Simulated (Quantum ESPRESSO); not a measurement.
The system is Al.

```xyz
2
Lattice="2.8125 0.0000 0.0000 -1.4062 2.4357 0.0000 0.0000 0.0000 4.8669" Properties=species:S:1:pos:R:3 pbc="T T T"
Al    0.0000    1.6238    1.2167
Al    1.4062    0.8119    3.6501
```

This isn't the form of Al at room conditions, which is fcc.

- Program: Quantum ESPRESSO 7.5
- Task: single point
- Functional: PBE
- Potentials or basis: SSSP 1.3 efficiency PBE
- Cutoff: 748 eV
- Density cutoff: 5987 eV
- k mesh: 11 × 11 × 6
- Occupations: fermi-dirac, width 0.05 eV
- Spin: no spin polarisation

On this cell: pressure 0.1 GPa; largest force under 0.003 eV/Å; band gap on the k mesh none (metal or under the smearing width).

The same run follows on a disturbed copy (atoms moved at random, drawn with an rms of 0.05 Å):

```
Al
1.0
     2.81246    0.00000    0.00000
    -1.40623    2.43566    0.00000
     0.00000    0.00000    4.86685
Al
2
Direct
  0.31442 0.64697 0.24540
  0.66979 0.33912 0.75318
```

Task: What does the disturbed cell give?

Result: The energy (extrapolated to zero smearing) moves by +2.1 meV/atom; pressure 0.2 GPa; largest force 0.137 eV/Å; band gap on the k mesh none (metal or under the smearing width).

Forces on the atoms (eV/Å):
```
Al   0.024  0.046  0.126
Al  -0.024 -0.046 -0.126
```

Stress tensor (GPa, compression positive):
```
 1.75  0.02  0.03
 0.02  1.67  0.06
 0.03  0.06 -2.83
```
